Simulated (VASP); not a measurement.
# Bi (Im-3m) in VASP: notebook

One crystal, Bi, is run at these levels: LDA; tasks: relaxation of the atoms.

Program: VASP 6.6.1. These are calculated values, not measurements. Logs are shortened: lines on timing, memory, paths and dates and some standing lists are left out, and cuts for length are marked.

## Step 1: The undisturbed crystal

Symmetry: Im-3m, No. 229, cubic system. The conventional cell has a = 3.963 Å, b = 3.963 Å, c = 3.963 Å, α = 90.00°, β = 90.00°, γ = 90.00°. Bi (site symmetry m-3m) has 8 Bi at 3.43 Å as nearest neighbours.

This isn't the form of Bi at room conditions, which is rhombohedral.

## Step 2: Relaxation of the atoms, LDA (a relaxed cell with its volume scaled by 1.04)

INCAR

```
ALGO = Normal ; EDIFF = 1E-7
EDIFFG = -0.01 ; ENCUT = 600
GGA = CA ; IBRION = 2
ISIF = 2 ; ISMEAR = 1
LASPH = T ; LCHARG = F
LREAL = F ; LWAVE = F
NELM = 80 ; NSW = 40
PREC = Accurate ; SIGMA = 0.1
```

KPOINTS

```
k-points
0
Gamma
  14 14 14
```

POSCAR

```
Bi                                      
1.0
   -1.9673787439      1.9673787439      1.9673787439
    1.9673787439     -1.9673787439      1.9673787439
    1.9673787439      1.9673787439     -1.9673787439
  Bi            
     1
Direct
     0.0000000000000000    0.0000000000000000    0.0000000000000000
```

Potentials or basis: VASP PAW LDA potentials, release 64 (Bi_d).

On the command line:

```
$ cat potpaw_LDA.64/Bi_d/POTCAR > POTCAR
$ mpirun -np 1 vasp_std > vasp.out
```

OUTCAR:

```text
EDIFF = 1E-7
   EDIFFG = -0.01
   ENCUT = 600
   GGA = CA
   IBRION = 2
   ISIF = 2
   ISMEAR = 1
   LASPH = T
   LREAL = F
   NELM = 80
   NSW = 40
   PREC = Accurate

 ion  position               nearest neighbor table
   1  0.000  0.000  0.000-

  LATTYP: Found a body centered cubic cell.
 ALAT       =     3.9347574878

  Lattice vectors:

 A1 = (  -1.9673787439,   1.9673787439,   1.9673787439)
 A2 = (   1.9673787439,  -1.9673787439,   1.9673787439)
 A3 = (   1.9673787439,   1.9673787439,  -1.9673787439)

Analysis of symmetry for initial positions (statically):
=====================================================================
 Subroutine PRICEL returns:
 Original cell was already a primitive cell.

 Routine SETGRP: Setting up the symmetry group for a
 body centered cubic supercell.

 Subroutine GETGRP returns: Found 48 space group operations
 (whereof 48 operations were pure point group operations)
 out of a pool of 48 trial point group operations.

The static configuration has the point symmetry O_h .

Analysis of symmetry for dynamics (positions and initial velocities):
=====================================================================
 Subroutine PRICEL returns:
 Original cell was already a primitive cell.

 Routine SETGRP: Setting up the symmetry group for a
 body centered cubic supercell.

 Subroutine GETGRP returns: Found 48 space group operations
 (whereof 48 operations were pure point group operations)
 out of a pool of 48 trial point group operations.

The dynamic configuration has the point symmetry O_h .

 Subroutine INISYM returns: Found 48 space group operations
 (whereof 48 operations are pure point group operations),
 and found     1 'primitive' translations

----------------------------------------------------------------------------------------

                                     Primitive cell

  volume of cell :      30.4596

  direct lattice vectors                    reciprocal lattice vectors
    -1.967378744  1.967378744  1.967378744     0.000000000  0.254145269  0.254145269
     1.967378744 -1.967378744  1.967378744     0.254145269  0.000000000  0.254145269
     1.967378744  1.967378744 -1.967378744     0.254145269  0.254145269  0.000000000

  length of vectors
     3.407599942  3.407599942  3.407599942     0.359415686  0.359415686  0.359415686

  position of ions in fractional coordinates (direct lattice)
     0.000000000  0.000000000  0.000000000

  ion indices of the primitive-cell ions
   primitive index   ion index
                 1           1

----------------------------------------------------------------------------------------

 KPOINTS: k-points

Automatic generation of k-mesh.
 Grid dimensions read from file:
 generate k-points for:   14   14   14

 Generating k-lattice:

  Cartesian coordinates                     Fractional coordinates (reciprocal lattice)
     0.000000000  0.018153233  0.018153233     0.071428571  0.000000000  0.000000000
     0.018153233  0.000000000  0.018153233     0.000000000  0.071428571  0.000000000
     0.018153233  0.018153233  0.000000000     0.000000000  0.000000000  0.071428571

  Length of vectors
     0.025672549  0.025672549  0.025672549

  Shift w.r.t. Gamma in fractional coordinates (k-lattice)
     0.000000000  0.000000000  0.000000000

 Subroutine IBZKPT returns following result:
 ===========================================

 Found    104 irreducible k-points:

 Following reciprocal coordinates:
            Coordinates               Weight
  0.000000  0.000000  0.000000      1.000000
  0.071429  0.000000  0.000000     12.000000
  0.142857  0.000000  0.000000     12.000000
  0.214286  0.000000  0.000000     12.000000
  0.285714  0.000000  0.000000     12.000000
  0.357143  0.000000  0.000000     12.000000
[... 16 lines left out ...]
  0.285714  0.285714  0.000000     24.000000
  0.357143  0.285714  0.000000     24.000000
 [... further k-points ...]
   k-points           NKPTS =    104   k-points in BZ     NKDIM =    104   number of bands    NBANDS=     11
   number of dos      NEDOS =    301   number of ions     NIONS =      1
   total plane-waves  NPLWV =  21952
   dimension x,y,z NGX =    28 NGY =   28 NGZ =   28
   dimension x,y,z NGXF=    56 NGYF=   56 NGZF=   56
   ions per type =               1
   NGX,Y,Z   is equivalent  to a cutoff of  13.66, 13.66, 13.66 a.u.
   NGXF,Y,Z  is equivalent  to a cutoff of  27.32, 27.32, 27.32 a.u.
 SYSTEM =  unknown system
   PREC   = accura    normal or accurate (medium, high low for compatibility)
   ISTART =      0    job   : 0-new  1-cont  2-samecut
   ICHARG =      2    charge: 1-file 2-atom 10-const
   ISPIN  =      1    spin polarized calculation?
   LNONCOLLINEAR =      F non collinear calculations
   LSORBIT =      F    spin-orbit coupling
   LASPH  =      T    aspherical Exc in radial PAW
   ENCUT  =  600.0 eV  44.10 Ry    6.64 a.u.   6.81  6.81  6.81*2*pi/ulx,y,z
   NELM   =     80;   NELMIN=  2; NELMDL= -5     # of ELM steps
   EDIFF  = 0.1E-06   stopping-criterion for ELM
   LREAL  =      F    real-space projection
   EDIFFG = -.1E-01   stopping-criterion for IOM
   NSW    =     40    number of steps for IOM
   IBRION =      2    ionic relax: 0-MD 1-quasi-New 2-CG
   NFREE  =      1    steps in history (QN), initial steepest desc. (CG)
   ISIF   =      2    stress and relaxation
   ISYM   =      2    0-nonsym 1-usesym 2-fastsym
   POTIM  = 0.5000    time-step for ionic-motion
   TEBEG  =    0.0;   TEEND  =   0.0 temperature during run
   PSTRESS=    0.0 pullay stress
   NELECT =      15.0000    total number of electrons
   NUPDOWN=      -1.0000    fix difference up-down
   EMIN   =  10.00;   EMAX   =-10.00  energy-range for DOS
   EFERMI =   0.00;   METHOD = LEGACY
   ISMEAR =     1;   SIGMA  =   0.10  broadening in eV -4-tet -1-fermi 0-gaus
   EFERMI_NEDOS =   21; number of points for ismear=-14 and -15
   IALGO  =     38    algorithm
   IMIX   =      4    mixing-type and parameters
     AMIX     =   0.40;   BMIX     =  1.00
     AMIX_MAG =   1.60;   BMIX_MAG =  1.00
  volume/ion in A,a.u.               =      30.46       205.55
  Fermi-wavevector in a.u.,A,eV,Ry     =   1.292798  2.443034 22.739774  1.671326
  Thomas-Fermi vector in A             =   2.424483
   LORBIT       =      0    0 simple, 1 ext, 2 COOP (PROOUT), +10 PAW based schemes
   GGA     = CA    functional components
   LHFCALC =     F    Hartree Fock is set to
   AEXX    =    0.0000 exact exchange contribution
   IVDW    =     0    specifies the selected vdW correction
   LEPSILON=     F    determine dielectric tensor
   LRPA    =     F    only Hartree local field effects (RPA)
 conjugate gradient relaxation of ions
 non-spin polarized calculation
 Methfessel and Paxton  Order N= 1 SIGMA  =   0.10
  energy-cutoff  :      600.00
  volume of cell :       30.46
 maximum number of plane-waves:      1048
   NGX = 13   NGY = 13   NGZ = 13

 number of electron      14.9999994 magnetization

 Free energy of the ion-electron system (eV)
  ---------------------------------------------------
  ext. energy  EPLUGINS =         0.00000000
  ---------------------------------------------------
  free energy    TOTEN  =        -4.45283295 eV

  energy without entropy =       -4.45210737  energy(sigma->0) =       -4.45259109

 E-fermi :   7.8537     XC(G=0): -10.6338

 val. band max:        7.8324821585   @ k =  -0.3571   0.3571   0.2857
 cond. band min:       7.8576099944   @ k =  -0.4286   0.4286   0.2857
 fundamental gap:      0.0251278359
 Fermi energy:         7.8536560391

 k-point     1 :       0.0000    0.0000    0.0000
  band No.  band energies     occupation
      1     -15.0508      2.00000
      2     -15.0508      2.00000
      3     -15.0508      2.00000
      4     -14.9098      2.00000
      5     -14.9098      2.00000
      6      -5.7408      2.00000
      7      13.1433      0.00000
      8      13.1433      0.00000
      9      13.1433      0.00000
     10      17.4503      0.00000
     11      18.4701      0.00000

 k-point     2 :       0.0714    0.0000    0.0000
  band No.  band energies     occupation
      1     -15.0529      2.00000
      2     -15.0471      2.00000
      3     -15.0397      2.00000
      4     -14.9123      2.00000
      5     -14.9102      2.00000
      6      -5.6454      2.00000
      7      12.1535      0.00000
      8      12.8479      0.00000
      9      13.0555      0.00000
     10      17.4978      0.00000
     11      17.9927      0.00000

 k-point     3 :       0.1429    0.0000    0.0000
  band No.  band energies     occupation
      1     -15.0590      2.00000
      2     -15.0376      2.00000
      3     -15.0085      2.00000
      4     -14.9188      2.00000
      5     -14.9113      2.00000
      6      -5.3615      2.00000
      7      10.2324      0.00000
      8      12.1480      0.00000
      9      12.8037      0.00000
     10      16.3995      0.00000
     11      17.2950      0.00000

 k-point     4 :       0.2143    0.0000    0.0000
  band No.  band energies     occupation
      1     -15.0677      2.00000
      2     -15.0266      2.00000
      3     -14.9631      2.00000
      4     -14.9259      2.00000
      5     -14.9129      2.00000
      6      -4.8976      2.00000
      7       8.1769     -0.00005
      8      11.3349      0.00000
      9      12.4392      0.00000
     10      15.5155      0.00000
     11      16.6947      0.00000

 k-point     5 :       0.2857    0.0000    0.0000
  band No.  band energies     occupation
      1     -15.0773      2.00000
      2     -15.0200      2.00000
      3     -14.9288      2.00000
      4     -14.9147      2.00000
      5     -14.9120      2.00000
      6      -4.2767      2.00000
      7       6.2294      2.00000
      8      10.5897      0.00000
      9      12.0496      0.00000
     10      14.8595      0.00000
     11      16.2258      0.00000
[... 211 lines left out ...]
 k-point    21 :       0.2857    0.2143   -0.0000
  band No.  band energies     occupation
      1     -15.0639      2.00000
      2     -14.9958      2.00000
      3     -14.9299      2.00000
      4     -14.9256      2.00000
      5     -14.8630      2.00000
      6      -2.7638      2.00000
      7       4.2220      2.00000
      8       6.9042      2.00000
      9      10.6111      0.00000
     10      16.1051      0.00000
     11      17.7746      0.00000

 k-point    22 :       0.3571    0.2143    0.0000
  band No.  band energies     occupation
      1     -15.0648      2.00000
      2     -14.9904      2.00000
      3     -14.9334      2.00000
      4     -14.9171      2.00000
      5     -14.8581      2.00000
      6      -2.3232      2.00000
      7       3.6106      2.00000
      8       6.4625      2.00000
      9      10.4560      0.00000
     10      16.0118      0.00000
     11      18.5642      0.00000

 k-point    23 :       0.2857    0.2857    0.0000
  band No.  band energies     occupation
      1     -15.0603      2.00000
      2     -14.9772      2.00000
      3     -14.9396      2.00000
      4     -14.9151      2.00000
      5     -14.8697      2.00000
      6      -2.2955      2.00000
      7       4.0683      2.00000
      8       5.7171      2.00000
      9      10.3932      0.00000
     10      16.5249      0.00000
     11      17.9963      0.00000

 k-point    24 :       0.3571    0.2857    0.0000
  band No.  band energies     occupation
      1     -15.0592      2.00000
      2     -14.9675      2.00000
      3     -14.9461      2.00000
      4     -14.9045      2.00000
      5     -14.8788      2.00000
      6      -2.1073      2.00000
      7       4.1078      2.00000
      8       5.1921      2.00000
      9      10.3193      0.00000
     10      16.6420      0.00000
     11      18.5190      0.00000

 [... further k-points ...]

------------------------ aborting loop because EDIFF is reached ----------------------------------------

  FORCE on cell =-STRESS in cart. coord.  units (eV):
  Direction    XX          YY          ZZ          XY          YZ          ZX
  --------------------------------------------------------------------------------------
  -------------------------------------------------------------------------------------
  Total       -0.4259029     -0.4259029     -0.4259029     -0.0000000      0.0000000      0.0000000
  in kB      -22.4025415    -22.4025415    -22.4025415     -0.0000000      0.0000000      0.0000000
  external PRESSURE =     -22.4025415 kB  Pullay stress =       0.0000000 kB

 VOLUME and BASIS-vectors are now :
 -----------------------------------------------------------------------------
  energy-cutoff  :      600.00
  volume of cell :       30.46
      direct lattice vectors                 reciprocal lattice vectors
    -1.967378744  1.967378744  1.967378744     0.000000000  0.254145269  0.254145269
     1.967378744 -1.967378744  1.967378744     0.254145269  0.000000000  0.254145269
     1.967378744  1.967378744 -1.967378744     0.254145269  0.254145269  0.000000000

 POSITION                                       TOTAL-FORCE (eV/Angst)
 -----------------------------------------------------------------------------------
      0.00000      0.00000      0.00000         0.000000     -0.000000      0.000000
 -----------------------------------------------------------------------------------
    total drift:                               -0.000000     -0.000000     -0.000000

  FREE ENERGIE OF THE ION-ELECTRON SYSTEM (eV)
  ---------------------------------------------------
  free  energy   TOTEN  =        -4.4528329502 eV

  energy  without entropy=       -4.4521073735  energy(sigma->0) =       -4.45259109

 reached required accuracy - stopping structural energy minimisation
```

Run time: 12 s. Hardware: 1 thread of Intel Xeon 6975P-C (Granite Rapids), shared host; peak memory 0.16 GiB.

Results:

- Free energy: -4.4528 eV
- Pressure after relaxing: -2.2 GPa
- Band gap on the k mesh: none (metal or under the smearing width)

Final structure:
```yaml
crystal:
  lattice:
    - [-1.96738, 1.96738, 1.96738]
    - [1.96738, -1.96738, 1.96738]
    - [1.96738, 1.96738, -1.96738]
  atoms:
    - { symbol: Bi, position: [0.00000, 0.00000, 0.00000] }
```

Caveat: the relaxation stopped at its first step, so nothing moved; spin-orbit coupling is left out, which moves the levels of the heavy elements.

## Step 3: Relaxation of the atoms, LDA (a relaxed cell with its volume scaled by 1.06)

INCAR is that of step 2.

KPOINTS is that of step 2.

POSCAR

```
Bi                                      
1.0
   -1.9799101566      1.9799101566      1.9799101566
    1.9799101566     -1.9799101566      1.9799101566
    1.9799101566      1.9799101566     -1.9799101566
  Bi            
     1
Direct
     0.0000000000000000    0.0000000000000000    0.0000000000000000
```

Potentials or basis: VASP PAW LDA potentials, release 64 (Bi_d).

On the command line:

```
$ cat potpaw_LDA.64/Bi_d/POTCAR > POTCAR
$ mpirun -np 1 vasp_std > vasp.out
```

Run time: 12 s. Hardware: 1 thread of Intel Xeon 6975P-C (Granite Rapids), shared host; peak memory 0.17 GiB.

The run converged. Its results:

- Free energy: -4.4430 eV
- Pressure after relaxing: -3.2 GPa
- Band gap on the k mesh: none (metal or under the smearing width)

Final structure:
```cif
data_structure
_symmetry_space_group_name_H-M 'P 1'
_symmetry_Int_Tables_number 1
_cell_length_a 3.4293
_cell_length_b 3.4293
_cell_length_c 3.4293
_cell_angle_alpha 109.471
_cell_angle_beta 109.471
_cell_angle_gamma 109.471
_cell_volume 31.05
loop_
_atom_site_label
_atom_site_type_symbol
_atom_site_fract_x
_atom_site_fract_y
_atom_site_fract_z
_atom_site_occupancy
Bi1 Bi 0.00000 0.00000 0.00000 1
```

Levels at points of the mesh, in eV from the Fermi level:
```tsv
k point	band 3	band 4	band 5	band 6	band 7	band 8	band 9	band 10	band 11
(0.00, 0.00, 0.00)	-22.89	-22.76	-22.76	-13.46	5.15	5.15	5.15	9.35	10.61
(0.50, 0.00, 0.00)	-22.77	-22.77	-22.67	-10.41	-4.99	1.62	3.51	6.14	7.72
(0.50, 0.50, 0.50)	-22.69	-22.69	-22.69	-8.31	-1.74	-1.74	-1.74	3.69	3.69
```

Caveat: the relaxation stopped at its first step, so nothing moved; spin-orbit coupling is left out, which moves the levels of the heavy elements.
